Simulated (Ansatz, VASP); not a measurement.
# SrTiO3 in VASP and in Ansatz

Contents of INCAR:

```
SYSTEM = SrTiO3
PREC = Accurate
ENCUT = 520
EDIFF = 1E-7
ISMEAR = 0
SIGMA = 0.05
LREAL = .False.
LASPH = .True.
NELM = 60
ALGO = Normal
ISIF = 2
LWAVE = .False.
LCHARG = .False.
GGA = PE
NBANDS = 28
```

File KPOINTS:

```
regular mesh
0
Gamma
  8 8 8
  0 0 0
```

The input POSCAR:

```
SrTiO3
1.0
    3.8905502681      0.0000000000      0.0000000000
    0.0000000000      3.8905502681      0.0000000000
    0.0000000000      0.0000000000      4.0281277780
Sr Ti O
1 1 3
Direct
    0.0006835254      0.0000000000      0.0000000000
    0.5032269229      0.5000000000      0.5000000000
   -0.0048775414      0.5000000000      0.5000000000
    0.4957398015      0.0000000000      0.5000000000
    0.4957398015      0.5000000000      0.0000000000
```

Input for Ansatz:

```yaml
crystal:
  lattice:
    - [3.8905502681, 0.0, 0.0]
    - [0.0, 3.8905502681, 0.0]
    - [0.0, 0.0, 4.028127778]
  atoms:
    - { symbol: Sr, position: [0.0006835254, 0.0, 0.0] }
    - { symbol: Ti, position: [0.5032269229, 0.5, 0.5] }
    - { symbol: O, position: [-0.0048775414, 0.5, 0.5] }
    - { symbol: O, position: [0.4957398015, 0.0, 0.5] }
    - { symbol: O, position: [0.4957398015, 0.5, 0.0] }
basis:
  ecutwfc: 520.0
kpoints:
  mp_grid: { grid: [8, 8, 8] }
hamiltonian:
  xc: pbe
  pseudopotentials: { kind: paw, azcp: { folder: soft_1 } }
scf:
  occupations: { method: gaussian, width: 0.05 }
output:
  forces: true
  stress: true
  eigenvalues: true
```

Change from the starting cell: mode 1 frozen in at -0.019 Å, strain +e along z and -e/2 along x and y +0.0233.

Alike in both runs: task single point; functional PBE; k mesh 8 × 8 × 8; occupations gaussian, width 0.05 eV; no spin polarisation.

|  | VASP | Ansatz |
| --- | --- | --- |
| version | VASP 6.6.1 | Ansatz 0.2.0 |
| potentials or method | VASP PAW PBE potentials, release 64 (Sr_sv, Ti_sv, O) | scalar-relativistic, plane waves, PAW |
| plane-wave cutoff (eV) | 520 | 520 |
| valence electrons in the cell | 40 | 40 |

```csv
,VASP,Ansatz,Ansatz less VASP
gap on the k mesh at the Fermi level (eV),1.75,1.79,+0.035
least direct gap on the mesh (eV),2.17,2.19,+0.019
pressure (GPa),1.1,0.5,-0.60
largest component of the traceless stress (GPa),4.89,4.80,-0.085
rms of the force components (eV/Å),0.015,0.012,-0.0033
```

Atom by atom the forces differ by 0.005 eV/Å (rms over components). The functional is the same, so the differences come from potentials, cutoffs and numerics.

A k mesh can miss the band edges.
